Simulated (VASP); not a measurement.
# Ga (Cmce) in VASP: notebook

One crystal, Ga, is run at these levels: PBE, LDA, PBEsol; tasks: relaxation of cell and atoms.

All numbers are computed with VASP 6.6.1; they aren't measurements. Logs are shortened: lines on timing, memory, paths and dates and some standing lists are left out, and cuts for length are marked.

## 1. The structure

It takes space group Cmce (No. 64, orthorhombic). Conventional cell: a = 4.523 Å, b = 7.661 Å, c = 4.524 Å, α = 90.00°, β = 90.00°, γ = 90.00°. Around Ga (site symmetry m) lie 7 Ga at 2.48 to 2.79 Å.

## 2. Relaxation of cell and atoms, PBE

File INCAR:

```
ALGO = Normal ; EDIFF = 1E-6
EDIFFG = -0.01 ; ENCUT = 300
GGA = PE ; IBRION = 2
ISIF = 3 ; ISMEAR = 1
KPAR = 2 ; LASPH = T
LCHARG = F ; LREAL = F
LWAVE = F ; NELM = 80
NSW = 90 ; PREC = Accurate
SIGMA = 0.1
```

File KPOINTS:

```
k-points
0
Gamma
  5 5 4
```

File POSCAR:

```
Ga
1.0
    2.2615000000     -3.8305000000      0.0000000000
    2.2615000000      3.8305000000      0.0000000000
    0.0000000000      0.0000000000      4.5240000000
Ga
4
Direct
    0.8451000000      0.1549000000      0.0810000000
    0.6549000000      0.3451000000      0.5810000000
    0.1549000000      0.8451000000      0.9190000000
    0.3451000000      0.6549000000      0.4190000000
```

Potentials or basis: VASP PAW PBE potentials, release 64 (Ga).

On the command line:

```console
$ cat potpaw_PBE.64/Ga/POTCAR > POTCAR
$ mpirun -np 2 vasp_std > vasp.out
```

OUTCAR:

```text
EDIFF = 1E-6
   EDIFFG = -0.01
   ENCUT = 300
   GGA = PE
   IBRION = 2
   ISIF = 3
   ISMEAR = 1
   LASPH = T
   LREAL = F
   NELM = 80
   NSW = 90
   PREC = Accurate

 ion  position               nearest neighbor table
   1  0.845  0.155  0.081-   3 2.48   2 2.69   2 2.69   4 2.73   4 2.73   3 2.79   3 2.79
   2  0.655  0.345  0.581-   4 2.48   1 2.69   1 2.69   3 2.73   3 2.73   4 2.79   4 2.79
   3  0.155  0.845  0.919-   1 2.48   4 2.69   4 2.69   2 2.73   2 2.73   1 2.79   1 2.79
   4  0.345  0.655  0.419-   2 2.48   3 2.69   3 2.69   1 2.73   1 2.73   2 2.79   2 2.79

  LATTYP: Found a base centered orthorhombic cell.
 ALAT       =     4.5230000000
 B/A-ratio  =     1.6937873093
 C/A-ratio  =     1.0002210922

  Lattice vectors:

 A1 = (   2.2615000000,  -3.8305000000,   0.0000000000)
 A2 = (   2.2615000000,   3.8305000000,   0.0000000000)
 A3 = (   0.0000000000,   0.0000000000,   4.5240000000)

Analysis of symmetry for initial positions (statically):
=====================================================================
 Subroutine PRICEL returns:
 Original cell was already a primitive cell.

 Routine SETGRP: Setting up the symmetry group for a
 base centered orthorhombic supercell.

 Subroutine GETGRP returns: Found  8 space group operations
 (whereof  4 operations were pure point group operations)
 out of a pool of  8 trial point group operations.

The static configuration has the point symmetry C_2h.
 The point group associated with its full space group is D_2h.

Analysis of symmetry for dynamics (positions and initial velocities):
=====================================================================
 Subroutine PRICEL returns:
 Original cell was already a primitive cell.

 Routine SETGRP: Setting up the symmetry group for a
 base centered orthorhombic supercell.

 Subroutine GETGRP returns: Found  8 space group operations
 (whereof  4 operations were pure point group operations)
 out of a pool of  8 trial point group operations.

The dynamic configuration has the point symmetry C_2h.
 The point group associated with its full space group is D_2h.

 Subroutine INISYM returns: Found  8 space group operations
 (whereof  4 operations are pure point group operations),
 and found     1 'primitive' translations

----------------------------------------------------------------------------------------

[... 122 lines left out ...]
   LHFCALC =     F    Hartree Fock is set to
   AEXX    =    0.0000 exact exchange contribution
   IVDW    =     0    specifies the selected vdW correction
   LEPSILON=     F    determine dielectric tensor
   LRPA    =     F    only Hartree local field effects (RPA)
 conjugate gradient relaxation of ions
 non-spin polarized calculation
 Methfessel and Paxton  Order N= 1 SIGMA  =   0.10
  energy-cutoff  :      300.00
  volume of cell :       78.38
 maximum number of plane-waves:       941
 NGX is ok and might be reduce to    28
   NGX = 13   NGY = 13   NGZ = 13

--------------------------------------- Ionic step        1  -------------------------------------------

 number of electron      11.9999998 magnetization

 Free energy of the ion-electron system (eV)
  ---------------------------------------------------
  ext. energy  EPLUGINS =         0.00000000
  ---------------------------------------------------
  free energy    TOTEN  =       -11.70889462 eV

  energy without entropy =      -11.70640402  energy(sigma->0) =      -11.70806442

------------------------ aborting loop because EDIFF is reached ----------------------------------------

  FORCE on cell =-STRESS in cart. coord.  units (eV):
  Direction    XX          YY          ZZ          XY          YZ          ZX
  --------------------------------------------------------------------------------------
  -------------------------------------------------------------------------------------
  Total        1.0815209      1.3178964      0.9073509      0.0000000     -0.0000000      0.0000000
  in kB       22.1075628     26.9393547     18.5473226      0.0000000     -0.0000000      0.0000000
  external PRESSURE =      22.5314133 kB  Pullay stress =       0.0000000 kB
[... 95 lines left out ...]
  FREE ENERGIE OF THE ION-ELECTRON SYSTEM (eV)
  ---------------------------------------------------
  free  energy   TOTEN  =       -11.7328193821 eV

  energy  without entropy=      -11.7304230423  energy(sigma->0) =      -11.73202060

[... ionic steps 4 to 11 ...]

--------------------------------------- Ionic step       12  -------------------------------------------

 number of electron      12.0000000 magnetization

------------------------ aborting loop because EDIFF is reached ----------------------------------------
[... 71 lines left out ...]
--------------------------------------- Ionic step       14  -------------------------------------------

 number of electron      12.0000000 magnetization

 Free energy of the ion-electron system (eV)
  ---------------------------------------------------
  ext. energy  EPLUGINS =         0.00000000
  ---------------------------------------------------
  free energy    TOTEN  =       -11.73926178 eV

  energy without entropy =      -11.73876038  energy(sigma->0) =      -11.73909465

 E-fermi :   1.9998     XC(G=0):  -9.5568

 val. band max:        1.9491199756   @ k =  -0.2000   0.2000   0.5000
 cond. band min:       2.0200215482   @ k =   0.0000   0.0000   0.5000
 fundamental gap:      0.0709015726
 Fermi energy:         1.9997861393

 k-point     1 :       0.0000    0.0000    0.0000
  band No.  band energies     occupation
      1      -8.6640      2.00000
      2      -2.1299      2.00000
      3      -1.5310      2.00000
      4       0.0263      2.00000
      5       0.3379      2.00000
      6       1.5570      2.00000
      7       2.8993     -0.00000
      8       3.0928     -0.00000
      9       3.1514     -0.00000
     10       6.8500      0.00000
[... 287 lines left out ...]
 k-point    24 :      -0.4000    0.2000    0.5000
  band No.  band energies     occupation
      1      -5.8406      2.00000
      2      -5.8406      2.00000
      3      -2.2795      2.00000
      4      -2.2795      2.00000
      5      -0.2674      2.00000
      6      -0.2674      2.00000
      7       4.0877      0.00000
      8       4.0877      0.00000
      9       5.2402      0.00000
     10       5.2402      0.00000

 [... further k-points ...]
[... 5 lines left out ...]
  --------------------------------------------------------------------------------------
  -------------------------------------------------------------------------------------
  Total        0.0128682      0.0022581     -0.0099675      0.0000000      0.0000000      0.0000000
  in kB        0.2525861      0.0443233     -0.1956481      0.0000000      0.0000000      0.0000000
  external PRESSURE =       0.0337537 kB  Pullay stress =       0.0000000 kB
[... 19 lines left out ...]
  FREE ENERGIE OF THE ION-ELECTRON SYSTEM (eV)
  ---------------------------------------------------
  free  energy   TOTEN  =       -11.7392617783 eV

  energy  without entropy=      -11.7387603800  energy(sigma->0) =      -11.73909465

 reached required accuracy - stopping structural energy minimisation
```

OSZICAR:

```text
N       E                     dE             d eps       ncg     rms          rms(c)
DAV:   1     0.161586190740E+02    0.16159E+02   -0.31102E+03   540   0.606E+02
DAV:   2    -0.108989880221E+02   -0.27058E+02   -0.26278E+02   688   0.937E+01
DAV:   3    -0.118172393583E+02   -0.91825E+00   -0.89226E+00   738   0.185E+01
DAV:   4    -0.118251188408E+02   -0.78795E-02   -0.78121E-02   690   0.128E+00
[... 86 lines left out ...]
       N       E                     dE             d eps       ncg     rms          rms(c)
DAV:   1    -0.117392823163E+02   -0.83852E-04   -0.25970E-03   572   0.299E-01    0.257E-02
DAV:   2    -0.117392711474E+02    0.11169E-04   -0.15113E-04   616   0.778E-02    0.113E-02
DAV:   3    -0.117392616488E+02    0.94986E-05   -0.26507E-05   626   0.287E-02    0.260E-03
DAV:   4    -0.117392617783E+02   -0.12951E-06   -0.33705E-06   534   0.110E-02
  14 F= -.11739262E+02 E0= -.11739095E+02  d E =-.969416E-04
```

CONTCAR:

```text
Ga
   1.00000000000000
     2.3161233916442638   -3.8480882631424946   -0.0000000000000000
     2.3161233916442638    3.8480882631424946    0.0000000000000000
     0.0000000000000000   -0.0000000000000000    4.5791274938162818
  Ga
     4
Direct
     0.8427185899626182    0.1572814100373819    0.0852768290891757
     0.6572814100373818    0.3427185899626182    0.5852768290891759
     0.1572814100373819    0.8427185899626182    0.9147231709108241
     0.3427185899626182    0.6572814100373818    0.4147231709108244

  0.00000000E+00  0.00000000E+00  0.00000000E+00
  0.00000000E+00  0.00000000E+00  0.00000000E+00
  0.00000000E+00  0.00000000E+00  0.00000000E+00
  0.00000000E+00  0.00000000E+00  0.00000000E+00
```

Wall time 68 s (2 MPI ranks of AMD EPYC 7R43 (Zen 3), shared host); peak memory 0.12 GiB.

Results:

```
Free energy                            : -11.7393 eV
Relaxed volume                         : 20.41 Å³/atom
Relaxed cell                           : a = 4.491 Å, b = 4.491 Å, c = 4.579 Å, α = 90.00°, β = 90.00°, γ = 117.91°
Space group after relaxing (to 0.05 Å) : Cmce (No. 64)
Energy gained by relaxing              : 7.6 meV/atom
Ionic steps                            : 14
Pressure after relaxing                : 0.0 GPa
Largest force after relaxing           : 0.009 eV/Å
Band gap on the k mesh                 : none (metal or under the smearing width)
```

Forces on the atoms (eV/Å):
```
Ga   0.000  0.008  0.003
Ga   0.000 -0.008  0.003
Ga   0.000 -0.008 -0.003
Ga   0.000  0.008 -0.003
```

Step by step:
| step | energy change (eV) | largest force (eV/Å) | pressure (GPa) | volume (Å³) |
| --- | --- | --- | --- | --- |
| 1 | 0.0000 | 0.1442 | 2.25 | 78.38 |
| 2 | -0.0239 | 0.0563 | -0.02 | 81.55 |
| 3 | -0.0239 | 0.0554 | -0.04 | 81.59 |
| 4 | -0.0254 | 0.0577 | -0.04 | 81.62 |
| 5 | -0.0291 | 0.0503 | -0.05 | 81.73 |
| 6 | -0.0211 | 0.0721 | -0.08 | 81.91 |
| 7 | -0.0293 | 0.0327 | -0.06 | 81.77 |
| 8 | -0.0294 | 0.0375 | -0.06 | 81.75 |
| 9 | -0.0296 | 0.0387 | 0.04 | 81.62 |
| 10 | -0.0297 | 0.0300 | 0.02 | 81.65 |
| 11 | -0.0299 | 0.0235 | 0.00 | 81.66 |
| 12 | -0.0303 | 0.0057 | -0.02 | 81.66 |
| 13 | -0.0303 | 0.0190 | 0.02 | 81.60 |
| 14 | -0.0304 | 0.0086 | 0.00 | 81.62 |

Final structure:
```yaml
crystal:
  lattice:
    - [2.31612, -3.84809, 0.00000]
    - [2.31612, 3.84809, 0.00000]
    - [0.00000, 0.00000, 4.57913]
  atoms:
    - { symbol: Ga, position: [0.84272, 0.15728, 0.08528] }
    - { symbol: Ga, position: [0.65728, 0.34272, 0.58528] }
    - { symbol: Ga, position: [0.15728, 0.84272, 0.91472] }
    - { symbol: Ga, position: [0.34272, 0.65728, 0.41472] }
```

Levels at points of the mesh, in eV from the Fermi level:
```tsv
k point	band 3	band 4	band 5	band 6	band 7	band 8	band 9	band 10
(0.00, 0.00, 0.00)	-3.53	-1.97	-1.66	-0.44	0.90	1.09	1.15	4.85
(0.00, 0.00, 0.50)	-0.39	-0.39	0.02	0.02	0.19	0.19	2.18	2.18
```

## 3. Relaxation of cell and atoms, PBE

This run uses another cell than the first one, of 20.41 Å³/atom, 1.041 times its volume.

Edit INCAR of step 2 so:

```diff
@@ -1,3 +1,3 @@
-ALGO = Normal ; EDIFF = 1E-6
-EDIFFG = -0.01 ; ENCUT = 300
+ALGO = Normal ; EDIFF = 1E-7
+EDIFFG = -0.005 ; ENCUT = 300
 GGA = PE ; IBRION = 2
```

KPOINTS is that of step 2.

File POSCAR:

```
Ga                                      
1.0
    2.3161233916     -3.8480882631     -0.0000000000
    2.3161233916      3.8480882631      0.0000000000
    0.0000000000     -0.0000000000      4.5791274938
  Ga            
     4
Direct
     0.8427185899626182    0.1572814100373819    0.0852768290891757
     0.6572814100373818    0.3427185899626182    0.5852768290891759
     0.1572814100373819    0.8427185899626182    0.9147231709108241
     0.3427185899626182    0.6572814100373818    0.4147231709108244
```

Potentials or basis: VASP PAW PBE potentials, release 64 (Ga).

On the command line:

```console
$ cat potpaw_PBE.64/Ga/POTCAR > POTCAR
$ mpirun -np 2 vasp_std > vasp.out
```

OUTCAR:

```text
EDIFF = 1E-7
   EDIFFG = -0.005
   ENCUT = 300
   GGA = PE
   IBRION = 2
   ISIF = 3
   ISMEAR = 1
   LASPH = T
   LREAL = F
   NELM = 80
   NSW = 90
   PREC = Accurate

 ion  position               nearest neighbor table
   1  0.843  0.157  0.085-   3 2.54   2 2.70   2 2.70   4 2.76   4 2.76   3 2.83   3 2.83
   2  0.657  0.343  0.585-   4 2.54   1 2.70   1 2.70   3 2.76   3 2.76   4 2.83   4 2.83
   3  0.157  0.843  0.915-   1 2.54   4 2.70   4 2.70   2 2.76   2 2.76   1 2.83   1 2.83
   4  0.343  0.657  0.415-   2 2.54   3 2.70   3 2.70   1 2.76   1 2.76   2 2.83   2 2.83

  LATTYP: Found a base centered orthorhombic cell.
 ALAT       =     4.6322467832
 B/A-ratio  =     1.6614349119
 C/A-ratio  =     0.9885327160

  Lattice vectors:

 A1 = (   2.3161233916,  -3.8480882631,   0.0000000000)
 A2 = (   2.3161233916,   3.8480882631,   0.0000000000)
 A3 = (   0.0000000000,   0.0000000000,   4.5791274938)

Analysis of symmetry for initial positions (statically):
=====================================================================
 Subroutine PRICEL returns:
 Original cell was already a primitive cell.

 Routine SETGRP: Setting up the symmetry group for a
 base centered orthorhombic supercell.
[... 234 lines left out ...]
      1      -8.6644      2.00000
      2      -2.1274      2.00000
      3      -1.5303      2.00000
      4       0.0211      2.00000
      5       0.3342      2.00000
      6       1.5586      2.00000
      7       2.8978     -0.00000
      8       3.0912     -0.00000
      9       3.1520     -0.00000
     10       6.8473      0.00000
[... 287 lines left out ...]
 k-point    24 :      -0.4000    0.2000    0.5000
  band No.  band energies     occupation
      1      -5.8410      2.00000
      2      -5.8410      2.00000
      3      -2.2801      2.00000
      4      -2.2801      2.00000
      5      -0.2676      2.00000
      6      -0.2676      2.00000
      7       4.0845      0.00000
      8       4.0845      0.00000
      9       5.2398      0.00000
     10       5.2398      0.00000

 [... further k-points ...]
[... 5 lines left out ...]
  --------------------------------------------------------------------------------------
  -------------------------------------------------------------------------------------
  Total        0.0074797     -0.0054201      0.0005645      0.0000000      0.0000000      0.0000000
  in kB        0.1468053     -0.1063813      0.0110793      0.0000000      0.0000000      0.0000000
  external PRESSURE =       0.0171677 kB  Pullay stress =       0.0000000 kB

 VOLUME and BASIS-vectors are now :
 -----------------------------------------------------------------------------
  energy-cutoff  :      300.00
  volume of cell :       81.63
      direct lattice vectors                 reciprocal lattice vectors
     2.316497805 -3.848237680  0.000000000     0.215843071 -0.129929605  0.000000000
     2.316497805  3.848237680 -0.000000000     0.215843071  0.129929605 -0.000000000
     0.000000000  0.000000000  4.578562666     0.000000000  0.000000000  0.218409154

 POSITION                                       TOTAL-FORCE (eV/Angst)
 -----------------------------------------------------------------------------------
      2.31650     -2.63734      0.39059         0.000000      0.001990      0.001615
      2.31650     -1.21090      2.67987         0.000000     -0.001990      0.001615
      2.31650      2.63734      4.18797         0.000000     -0.001990     -0.001615
      2.31650      1.21090      1.89869         0.000000      0.001990     -0.001615
 -----------------------------------------------------------------------------------
    total drift:                               -0.000000     -0.000000      0.000000

  FREE ENERGIE OF THE ION-ELECTRON SYSTEM (eV)
  ---------------------------------------------------
  free  energy   TOTEN  =       -11.7394522415 eV

  energy  without entropy=      -11.7389313640  energy(sigma->0) =      -11.73927862

 reached required accuracy - stopping structural energy minimisation
```

Wall time 14 s (2 MPI ranks of AMD EPYC 7R43 (Zen 3), shared host); peak memory 0.11 GiB.

What came out:

| Property | Result |
| --- | --- |
| Free energy | -11.7395 eV |
| Energy gained by relaxing | 0.0 meV/atom |
| Ionic steps | 2 |
| Pressure after relaxing | 0.0 GPa |
| Band gap on the k mesh | none (metal or under the smearing width) |

Forces in eV/Å, atoms in the order of the input:
```
Ga   0.000  0.002  0.002
Ga   0.000 -0.002  0.002
Ga   0.000 -0.002 -0.002
Ga   0.000  0.002 -0.002
```

Final structure:
```
CELL_PARAMETERS angstrom
2.31650 -3.84824 0.00000
2.31650 3.84824 0.00000
0.00000 0.00000 4.57856
ATOMIC_POSITIONS crystal
Ga 0.84267 0.15733 0.08531
Ga 0.65733 0.34267 0.58531
Ga 0.15733 0.84267 0.91469
Ga 0.34267 0.65733 0.41469
```

Levels at points of the mesh, in eV from the Fermi level:
```
           k point  band 4  band 5  band 6  band 7  band 8  band 9
(0.00, 0.00, 0.00)   -1.98   -1.66   -0.44    0.90    1.09    1.16
(0.00, 0.00, 0.50)   -0.39    0.02    0.02    0.19    0.19    2.19
```

(Part 1 of 2 ends here.)
